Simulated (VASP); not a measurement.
# Ga24N23 (a cell with a defect) in VASP: a series of runs

One crystal, Ga24N23 (a cell with a defect), is run at these levels: PBE, HSE06; tasks: relaxation of the atoms, single point.

Everything below comes from runs of VASP 6.6.1. Logs are shortened: lines on timing, memory, paths and dates and some standing lists are left out, and cuts for length are marked.

**1. Starting point**

The cell holds a defect, 47 atoms: a = 8.302 Å, b = 8.302 Å, c = 8.302 Å, α = 84.34°, β = 84.34°, γ = 84.34°.

**2. Relaxation of the atoms, PBE**

Contents of INCAR:

```
PREC = Normal
ENCUT = 450
EDIFF = 1E-6
ISMEAR = 0
SIGMA = 0.01
LREAL = Auto
LASPH = True
NELM = 80
ALGO = Normal
ISIF = 2
LWAVE = False
LCHARG = False
GGA = PE
IBRION = 2
NSW = 70
EDIFFG = -0.025
ICORELEVEL = 1
NELECT = 426.0
ISYM = 0
LUSENCCL = False
```

Contents of KPOINTS:

```
regular mesh
0
Monkhorst-Pack
  2 2 2
```

Contents of POSCAR:

```
Ga24N23
1.0
   -3.2177240000     -5.5732640000      5.2440550000
    6.4354500000      0.0000000000      5.2440550000
   -3.2177260000      5.5732640000      5.2440550000
Ga N
24 23
Direct
    0.8330620000      0.4997285000      0.6663955000
    0.6663953300      0.3330618300      0.9997288300
    0.9997286700      0.6663951700      0.3330621700
    0.6663953300      0.8330618300      0.4997288300
    0.9997286700      0.1663951700      0.8330621700
    0.1663953300      0.3330618300      0.4997288300
    0.4997286700      0.6663951700      0.8330621700
    0.8330620000      0.9997285000      0.1663955000
    0.3330620000      0.4997285000      0.1663955000
    0.3330620000      0.9997285000      0.6663955000
    0.1663953300      0.8330618300      0.9997288300
    0.5045813600      0.1652721500      0.3250528100
    0.6542840700      0.5088154800      0.3274657000
    0.5060148700      0.3431487200      0.6667957400
    0.8330620000      0.6663955000      0.9997285000
    0.4997286700      0.8330621700      0.1663951700
    0.8198368100      0.1563643100      0.5108488500
    0.9997286700      0.3330621700      0.1663951700
    0.3330620000      0.6663955000      0.4997285000
    0.6663953300      0.9997288300      0.8330618300
    0.1663953300      0.4997288300      0.8330618300
    0.1663953300      0.9997288300      0.3330618300
    0.9997286700      0.8330621700      0.6663951700
    0.3330620000      0.1663955000      0.9997285000
    0.4586046700      0.1252711700      0.7919381700
    0.7919380000      0.4586045000      0.1252715000
    0.4586046700      0.6252711700      0.2919381700
    0.7919380000      0.9586045000      0.6252715000
    0.9586046700      0.1252711700      0.2919381700
    0.2919380000      0.4586045000      0.6252715000
    0.6252713300      0.7919378300      0.9586048300
    0.1252713300      0.2919378300      0.9586048300
    0.1252713300      0.7919378300      0.4586048300
    0.9586046700      0.6252711700      0.7919381700
    0.2919380000      0.9586045000      0.1252715000
    0.7919380000      0.6252715000      0.4586045000
    0.6252713300      0.4586048300      0.7919378300
    0.9586046700      0.7919381700      0.1252711700
    0.6252713300      0.9586048300      0.2919378300
    0.9586046700      0.2919381700      0.6252711700
    0.1252713300      0.4586048300      0.2919378300
    0.4586046700      0.7919381700      0.6252711700
    0.7919380000      0.1252715000      0.9586045000
    0.2919380000      0.6252715000      0.9586045000
    0.2919380000      0.1252715000      0.4586045000
    0.1252713300      0.9586048300      0.7919378300
    0.4586046700      0.2919381700      0.1252711700
```

Potentials or basis: VASP PAW PBE potentials, release 64 (Ga_d, N).

Started as:

```
cat potpaw_PBE.64/Ga_d/POTCAR potpaw_PBE.64/N/POTCAR > POTCAR
mpirun -np 1 vasp_std > vasp.out
```

OUTCAR:

```text
PREC = Normal
   ENCUT = 450
   EDIFF = 1E-6
   ISMEAR = 0
   LREAL = Auto
   LASPH = True
   NELM = 80
   ISIF = 2
   GGA = PE
   IBRION = 2
   NSW = 70
   EDIFFG = -0.025
   NELECT = 426.0
   ISYM = 0

 ion  position               nearest neighbor table
   1  0.833  0.500  0.666-  40 1.97  37 1.97  36 1.97  34 1.98
   2  0.666  0.333  1.000-  43 1.97  47 1.97  37 1.97  26 1.98
   3  1.000  0.666  0.333-  41 1.97  36 1.97  38 1.97  33 1.98
   4  0.666  0.833  0.500-  36 1.97  42 1.97  39 1.97  28 1.98
   5  1.000  0.166  0.833-  46 1.97  43 1.97  40 1.97  32 1.98
   6  0.166  0.333  0.500-  45 1.97  40 1.97  41 1.97  30 1.98
   7  0.500  0.666  0.833-  37 1.97  44 1.97  42 1.97  31 1.98
   8  0.833  1.000  0.166-  38 1.97  39 1.97  43 1.97  29 1.98
   9  0.333  0.500  0.166-  47 1.97  41 1.97  44 1.97  27 1.98
  10  0.333  1.000  0.666-  42 1.97  46 1.97  45 1.97  25 1.98
  11  0.166  0.833  1.000-  44 1.97  38 1.97  46 1.97  35 1.98
  12  0.505  0.165  0.325-  47 1.92  39 1.93  45 2.03
  13  0.654  0.509  0.327-  27 1.84  26 1.99  36 2.02
  14  0.506  0.343  0.667-  37 1.89  30 1.98  25 2.05
  15  0.833  0.666  1.000-  31 1.97  34 1.97  26 1.97  38 1.98
  16  0.500  0.833  0.166-  35 1.97  31 1.97  27 1.97  39 1.98
  17  0.820  0.156  0.511-  28 1.84  40 2.04  29 2.08
[... 28 lines left out ...]
  46  0.125  0.959  0.792-   5 1.97  10 1.97  11 1.97  23 1.98
  47  0.459  0.292  0.125-  12 1.92   9 1.97   2 1.97  24 1.98

IMPORTANT INFORMATION: All symmetrisations will be switched off!
NOSYMM: (Re-)initialisation of all symmetry stuff for point group C_1.

----------------------------------------------------------------------------------------

                                     Primitive cell

  volume of cell :     564.2571

  direct lattice vectors                    reciprocal lattice vectors
    -3.217724000 -5.573264000  5.244055000    -0.051796430 -0.089714044  0.063564042
     6.435450000  0.000000000  5.244055000     0.103592859  0.000000019  0.063564042
    -3.217726000  5.573264000  5.244055000    -0.051796430  0.089714025  0.063564042

  length of vectors
     8.301513850  8.301513690  8.301514625     0.121539571  0.121539574  0.121539557

  position of ions in fractional coordinates (direct lattice)
     0.833062000  0.499728500  0.666395500
     0.666395330  0.333061830  0.999728830
     0.999728670  0.666395170  0.333062170
     0.666395330  0.833061830  0.499728830
     0.999728670  0.166395170  0.833062170
     0.166395330  0.333061830  0.499728830
[... 39 lines left out ...]
     0.125271330  0.958604830  0.791937830
     0.458604670  0.291938170  0.125271170

  ion indices of the primitive-cell ions
   primitive index   ion index
                 1           1
[... 128 lines left out ...]
 conjugate gradient relaxation of ions
 non-spin polarized calculation
 Gauss-broadening in eV      SIGMA  =   0.01
  energy-cutoff  :      450.00
  volume of cell :      564.26
 maximum number of plane-waves:     12242
   NGX = 29   NGY = 29   NGZ = 29

--------------------------------------- Ionic step        1  -------------------------------------------

 number of electron     426.0000774 magnetization

 Free energy of the ion-electron system (eV)
  ---------------------------------------------------
  ext. energy  EPLUGINS =         0.00000000
  ---------------------------------------------------
  free energy    TOTEN  =      -286.79476412 eV

  energy without entropy =     -286.79476412  energy(sigma->0) =     -286.79476412

------------------------ aborting loop because EDIFF is reached ----------------------------------------

  FORCE on cell =-STRESS in cart. coord.  units (eV):
  Direction    XX          YY          ZZ          XY          YZ          ZX
  --------------------------------------------------------------------------------------
  -------------------------------------------------------------------------------------
  Total      -10.3507130    -15.7835969    -14.0289164     -0.1843735      0.1504414      0.1633899
  in kB      -29.3902865    -44.8166649    -39.8343451     -0.5235187      0.4271701      0.4639366
  external PRESSURE =     -38.0137655 kB  Pullay stress =       0.0000000 kB
[... 224 lines left out ...]
  FREE ENERGIE OF THE ION-ELECTRON SYSTEM (eV)
  ---------------------------------------------------
  free  energy   TOTEN  =      -287.2585684847 eV

  energy  without entropy=     -287.2585684847  energy(sigma->0) =     -287.25856848

[... ionic steps 4 to 9 ...]

--------------------------------------- Ionic step       10  -------------------------------------------

 number of electron     426.0000731 magnetization

------------------------ aborting loop because EDIFF is reached ----------------------------------------
[... 157 lines left out ...]
--------------------------------------- Ionic step       12  -------------------------------------------

 number of electron     426.0000731 magnetization

 Free energy of the ion-electron system (eV)
  ---------------------------------------------------
  ext. energy  EPLUGINS =         0.00000000
  ---------------------------------------------------
  free energy    TOTEN  =      -287.32393433 eV

  energy without entropy =     -287.32393433  energy(sigma->0) =     -287.32393433

 the core state eigenenergies are
   1-  1s -10217.3780  2s  -1250.7691  2p  -1087.2271  3s   -137.0613  3p    -87.8064

   2-  1s -10217.4121  2s  -1250.8004  2p  -1087.2588  3s   -137.0871  3p    -87.8319

   3-  1s -10217.3747  2s  -1250.7626  2p  -1087.2211  3s   -137.0477  3p    -87.7924
[... 64 lines left out ...]
  46-  1s   -370.3664
  47-  1s   -370.5645

 E-fermi :   4.9008     XC(G=0): -11.4275

 val. band max:        4.8552221717   @ k =  -0.2500   0.2500   0.2500
 cond. band min:       7.3708484061   @ k =   0.2500   0.2500   0.2500
 fundamental gap:      2.5156262343
 Fermi energy:         4.9008035865

 k-point     1 :       0.2500    0.2500    0.2500
  band No.  band energies     occupation
      1     -10.6434      2.00000
      2     -10.2797      2.00000
      3     -10.2658      2.00000
      4     -10.2304      2.00000
      5     -10.0968      2.00000
      6     -10.0915      2.00000
[... 901 lines left out ...]
    224      10.0558      0.00000
    225      10.0982      0.00000
 [bands above 225 left out]

------------------------ aborting loop because EDIFF is reached ----------------------------------------

  FORCE on cell =-STRESS in cart. coord.  units (eV):
  Direction    XX          YY          ZZ          XY          YZ          ZX
  --------------------------------------------------------------------------------------
  -------------------------------------------------------------------------------------
  Total      -14.1311989    -14.1442149    -14.2362031     -0.0749788     -0.0352709      0.0439073
  in kB      -40.1247708    -40.1617290    -40.4229243     -0.2128983     -0.1001499      0.1246724
  external PRESSURE =     -40.2364747 kB  Pullay stress =       0.0000000 kB
[... 62 lines left out ...]
  FREE ENERGIE OF THE ION-ELECTRON SYSTEM (eV)
  ---------------------------------------------------
  free  energy   TOTEN  =      -287.3239343279 eV

  energy  without entropy=     -287.3239343279  energy(sigma->0) =     -287.32393433

 reached required accuracy - stopping structural energy minimisation
```

OSZICAR:

```text
N       E                     dE             d eps       ncg     rms          rms(c)
DAV:   1     0.704349784631E+04    0.70435E+04   -0.14175E+05  2048   0.284E+03
DAV:   2     0.155369648595E+04   -0.54898E+04   -0.52119E+04  2040   0.804E+02
DAV:   3    -0.808304659531E+02   -0.16345E+04   -0.15198E+04  2510   0.288E+02
[... 134 lines left out ...]
DAV:   4    -0.287323922597E+03    0.20151E-04   -0.20778E-04  2488   0.191E-01    0.195E-02
DAV:   5    -0.287323931099E+03   -0.85027E-05   -0.23771E-04  2680   0.682E-02    0.991E-03
DAV:   6    -0.287323933547E+03   -0.24475E-05   -0.70491E-05  2360   0.713E-02    0.623E-03
DAV:   7    -0.287323933588E+03   -0.41189E-07   -0.10659E-05  2616   0.220E-02    0.416E-03
DAV:   8    -0.287323934328E+03   -0.73987E-06   -0.80832E-06  1864   0.122E-02
  12 F= -.28732393E+03 E0= -.28732393E+03  d E =-.878479E-03
```

It took 48 min on 1 × NVIDIA H100 80GB with 1 thread of AMD EPYC 7R13 (Zen 3), shared host; peak memory 1.5 GiB.

What came out:

| Item | Value |
| --- | --- |
| Free energy | -287.3239 eV |
| Energy gained by relaxing | 11.3 meV/atom |
| Ionic steps | 12 |
| Largest force after relaxing | 0.022 eV/Å |

Forces in eV/Å, atoms in the order of the input:
```
Ga   0.001  0.002 -0.006
Ga   0.003  0.005  0.012
Ga  -0.007  0.006 -0.004
Ga   0.002  0.001 -0.007
Ga   0.009 -0.006 -0.005
Ga   0.003  0.000  0.002
Ga   0.000 -0.001  0.005
Ga   0.004 -0.003  0.014
Ga   0.005  0.003 -0.007
Ga   0.001 -0.003  0.002
Ga  -0.003  0.012  0.002
Ga  -0.002 -0.008 -0.010
Ga  -0.020 -0.006 -0.007
Ga   0.012  0.008  0.014
Ga  -0.006  0.019 -0.002
Ga  -0.006 -0.007  0.003
Ga  -0.011  0.004  0.006
Ga   0.003  0.005  0.002
Ga  -0.003 -0.007  0.009
Ga   0.005  0.005 -0.017
Ga   0.000 -0.015  0.003
Ga   0.008 -0.009  0.002
Ga  -0.001  0.003  0.002
Ga  -0.006 -0.018 -0.006
N   -0.002 -0.001 -0.014
N   -0.008  0.009  0.005
N    0.000 -0.001  0.003
N    0.007 -0.013 -0.002
N    0.005 -0.010  0.003
N    0.001  0.005  0.003
N    0.001 -0.013 -0.007
N    0.003 -0.004 -0.002
N   -0.002 -0.004  0.000
N    0.002  0.008  0.007
N   -0.014 -0.002 -0.004
N    0.005  0.003  0.004
N   -0.005  0.008  0.000
N    0.009  0.013  0.006
N   -0.005 -0.008 -0.002
N    0.004  0.002 -0.005
N    0.003 -0.007  0.003
N    0.004 -0.003  0.011
N    0.002 -0.004 -0.007
N    0.002  0.003  0.004
N   -0.002  0.022 -0.003
N   -0.003  0.005  0.000
N    0.004  0.004 -0.008
```

The path:
```tsv
step	energy change (eV)	largest force (eV/Å)	pressure (GPa)
1	0.0000	2.8491	-3.80
2	-0.4074	0.8739	-3.99
3	-0.4638	0.4853	-4.05
4	-0.5041	0.2133	-4.00
5	-0.5046	0.2117	-3.99
6	-0.5182	0.1566	-3.99
7	-0.5201	0.1602	-3.99
8	-0.5254	0.0764	-4.00
9	-0.5260	0.0628	-4.01
10	-0.5281	0.0365	-4.02
11	-0.5283	0.0387	-4.03
12	-0.5292	0.0224	-4.02
```

Final structure:
```yaml
crystal:
  lattice:
    - [-3.21772, -5.57326, 5.24406]
    - [6.43545, 0.00000, 5.24406]
    - [-3.21773, 5.57326, 5.24406]
  atoms:
    - { symbol: Ga, position: [0.83357, 0.50046, 0.66679] }
    - { symbol: Ga, position: [0.66705, 0.33198, 0.99877] }
    - { symbol: Ga, position: [0.99995, 0.66644, 0.33238] }
    - { symbol: Ga, position: [0.66485, 0.83263, 0.50086] }
    - { symbol: Ga, position: [0.99934, 0.16604, 0.83353] }
    - { symbol: Ga, position: [0.16544, 0.33395, 0.49852] }
    - { symbol: Ga, position: [0.49910, 0.66675, 0.83286] }
    - { symbol: Ga, position: [0.83331, 0.99955, 0.16589] }
    - { symbol: Ga, position: [0.33218, 0.50048, 0.16641] }
    - { symbol: Ga, position: [0.33292, 0.99930, 0.66707] }
    - { symbol: Ga, position: [0.16611, 0.83304, 0.99921] }
    - { symbol: Ga, position: [0.49675, 0.16382, 0.33038] }
    - { symbol: Ga, position: [0.66658, 0.50215, 0.33165] }
    - { symbol: Ga, position: [0.49910, 0.33327, 0.66698] }
    - { symbol: Ga, position: [0.83315, 0.66732, 0.99969] }
    - { symbol: Ga, position: [0.49919, 0.83325, 0.16588] }
    - { symbol: Ga, position: [0.83328, 0.16610, 0.50021] }
    - { symbol: Ga, position: [0.99983, 0.33367, 0.16617] }
    - { symbol: Ga, position: [0.33221, 0.66702, 0.50041] }
    - { symbol: Ga, position: [0.66672, 0.99961, 0.83397] }
    - { symbol: Ga, position: [0.16659, 0.49991, 0.83368] }
    - { symbol: Ga, position: [0.16564, 0.99936, 0.33330] }
    - { symbol: Ga, position: [0.00002, 0.83384, 0.66640] }
    - { symbol: Ga, position: [0.33210, 0.16693, 0.99971] }
    - { symbol: N, position: [0.45976, 0.12602, 0.79073] }
    - { symbol: N, position: [0.79080, 0.45748, 0.12596] }
    - { symbol: N, position: [0.45855, 0.62416, 0.29332] }
    - { symbol: N, position: [0.78999, 0.95989, 0.62471] }
    - { symbol: N, position: [0.95645, 0.12674, 0.29268] }
    - { symbol: N, position: [0.29285, 0.45766, 0.62372] }
    - { symbol: N, position: [0.62499, 0.79177, 0.95895] }
    - { symbol: N, position: [0.12502, 0.29221, 0.95843] }
    - { symbol: N, position: [0.12456, 0.79225, 0.45865] }
    - { symbol: N, position: [0.95869, 0.62562, 0.79177] }
    - { symbol: N, position: [0.29162, 0.95928, 0.12550] }
    - { symbol: N, position: [0.79105, 0.62415, 0.45871] }
    - { symbol: N, position: [0.62542, 0.45800, 0.79013] }
    - { symbol: N, position: [0.95849, 0.79209, 0.12540] }
    - { symbol: N, position: [0.62568, 0.95975, 0.29328] }
    - { symbol: N, position: [0.95690, 0.29225, 0.62461] }
    - { symbol: N, position: [0.12495, 0.45884, 0.29157] }
    - { symbol: N, position: [0.45782, 0.79196, 0.62552] }
    - { symbol: N, position: [0.79199, 0.12498, 0.95885] }
    - { symbol: N, position: [0.29220, 0.62525, 0.95867] }
    - { symbol: N, position: [0.29285, 0.12657, 0.45931] }
    - { symbol: N, position: [0.12519, 0.95927, 0.79169] }
    - { symbol: N, position: [0.45973, 0.29301, 0.12641] }
```

Core levels (eV, on the scale of the bands):
```tsv
atom	levels
1 Ga	1s -10217.4, 2s -1250.8, 2p -1087.2, 3s -137.1, 3p -87.8
2 Ga	1s -10217.4, 2s -1250.8, 2p -1087.3, 3s -137.1, 3p -87.8
3 Ga	1s -10217.4, 2s -1250.8, 2p -1087.2, 3s -137.0, 3p -87.8
4 Ga	1s -10217.4, 2s -1250.8, 2p -1087.3, 3s -137.1, 3p -87.8
5 Ga	1s -10217.4, 2s -1250.8, 2p -1087.2, 3s -137.0, 3p -87.8
6 Ga	1s -10217.4, 2s -1250.8, 2p -1087.3, 3s -137.1, 3p -87.8
```

Caveat: the cell is charged against a uniform background, so pressure and absolute levels hang on convention; the cutoff is under 1.25 times the usual one of these potentials, so pressure, stress and relaxed cells hold a basis-set (Pulay) error.

(Continued in part 2 of 2.)
